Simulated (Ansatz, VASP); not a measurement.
## One calculation of Y, two programs

```
Y
1.0
     2.99955    0.00000    0.00000
     1.49977   -3.08351    0.00000
     0.00000    0.00000   -5.20040
Y
2
Direct
  0.10500 0.79000 0.75000
  0.89500 0.21000 0.25000
```

The cell was built by a generator and needn't be a form met in nature.

Alike in both runs: task single point; functional PBE; k mesh 7 × 7 × 4; occupations methfessel-paxton of order 1, width 0.01 eV; no spin polarisation.

|  | VASP | Ansatz |
| --- | --- | --- |
| version | VASP 6.6.1 | Ansatz 0.2.0 |
| potentials or method | VASP PAW PBE potentials, release 64 (Y_sv) | PAW plane waves |
| plane-wave cutoff (eV) | 520 | 420 |
| valence electrons in the cell | 22 | 22 |

Ansatz gave:

| Item | Value |
| --- | --- |
| gap on the k mesh at the Fermi level (eV) | none |
| pressure (GPa) | 17.3 |
| largest component of the traceless stress (GPa) | 5.01 |
| rms of the force components (eV/Å) | 0.388 |

Task: Estimate VASP's values.

Result: gap on the k mesh at the Fermi level (eV): none; pressure (GPa): 17.1; largest component of the traceless stress (GPa): 5.11; rms of the force components (eV/Å): 0.396.

Atom by atom the forces differ by 0.009 eV/Å (rms over components). A gap of «none» marks a metal or a gap that the smearing closes. The functional is the same, so the differences come from potentials, cutoffs and numerics.

Caveats: so large a pressure means that the cell lies far from this level's equilibrium, or that cutoff or potentials fall short (VASP).
